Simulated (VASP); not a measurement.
Here is a VASP 6.6.1 calculation.

File INCAR:

```
SYSTEM = Ta
  PREC = Accurate
  ENCUT = 520
  EDIFF = 1E-6
  ISMEAR = 1
  SIGMA = 0.1
  LREAL = .False.
  LASPH = .True.
  NELM = 80
  ALGO = Normal
  ISIF = 2
  LWAVE = .False.
  LCHARG = .False.
  GGA = PE
  IBRION = 2
  NSW = 40
  EDIFFG = -0.02
  KPAR = 2
```

Contents of KPOINTS:

```
regular mesh
0
Gamma
  12 12 1
  0 0 0
```

File POSCAR:

```
Ta
1.0
    1.6600000000      2.3475945135      0.0000000000
   -1.6600000000      2.3475945135      0.0000000000
    0.0000000000      0.0000000000     32.7807561083
Ta
9
Direct
    0.0000000000      0.0000000000      0.2135399189
    0.5000000000      0.5000000000      0.2851549392
    0.0000000000      0.0000000000      0.3567699594
    0.5000000000      0.5000000000      0.4283849797
    0.0000000000      0.0000000000      0.5000000000
    0.5000000000      0.5000000000      0.5716150203
    0.0000000000      0.0000000000      0.6432300406
    0.5000000000      0.5000000000      0.7148450608
    0.0000000000      0.0000000000      0.7864600811
```

Potentials or basis: VASP PAW PBE potentials, release 64 (Ta_pv).

Command:

```sh
$ cat potpaw_PBE.64/Ta_pv/POTCAR > POTCAR
$ mpirun -np 2 vasp_std > vasp.out
```

Q: Predict the energy gained by relaxing.

A: 6.6 meV/atom.

Q: Estimate the band gap on the k mesh.

A: None (metal or under the smearing width).

Final structure:
```yaml
crystal:
  lattice:
    - [1.66000, 2.34759, 0.00000]
    - [-1.66000, 2.34759, 0.00000]
    - [0.00000, 0.00000, 32.78076]
  atoms:
    - { symbol: Ta, position: [0.00000, 0.00000, 0.21702] }
    - { symbol: Ta, position: [0.50000, 0.50000, 0.28565] }
    - { symbol: Ta, position: [0.00000, 0.00000, 0.35702] }
    - { symbol: Ta, position: [0.50000, 0.50000, 0.42851] }
    - { symbol: Ta, position: [0.00000, 0.00000, 0.50000] }
    - { symbol: Ta, position: [0.50000, 0.50000, 0.57149] }
    - { symbol: Ta, position: [0.00000, 0.00000, 0.64298] }
    - { symbol: Ta, position: [0.50000, 0.50000, 0.71435] }
    - { symbol: Ta, position: [0.00000, 0.00000, 0.78298] }
```

Spin-orbit coupling is left out, which matters for the levels of Ta.
